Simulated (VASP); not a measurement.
Input of a VASP 6.6.1 run:

File INCAR:

```
PREC = Accurate
ENCUT = 520
EDIFF = 1E-6
ISMEAR = 0
SIGMA = 0.1
LREAL = F
LASPH = T
NELM = 60
ALGO = Normal
ISIF = 2
LWAVE = F
LCHARG = T
GGA = PE
LELF = T
LVHAR = T
NBANDS = 8
```

The input KPOINTS:

```
Automatic mesh
0
Gamma
  28 28 28
```

The input POSCAR:

```
B
1.0
    1.8850104274      0.0000000000      0.0000000000
    0.0000000000      1.8850104274      0.0000000000
    0.0000000000      0.0000000000      1.8850104274
B
1
Direct
    0.0000000000      0.0000000000      0.0000000000
```

Potentials or basis: VASP PAW PBE potentials, release 64 (B).

Launch:

```bash
$ cat potpaw_PBE.64/B/POTCAR > POTCAR
$ mpirun -np 1 vasp_std > vasp.out
```

Task: Predict the pressure.

Result: 0.1 GPa.

Task: What does it give for the band gap on the k mesh?

Result: None (metal or under the smearing width).
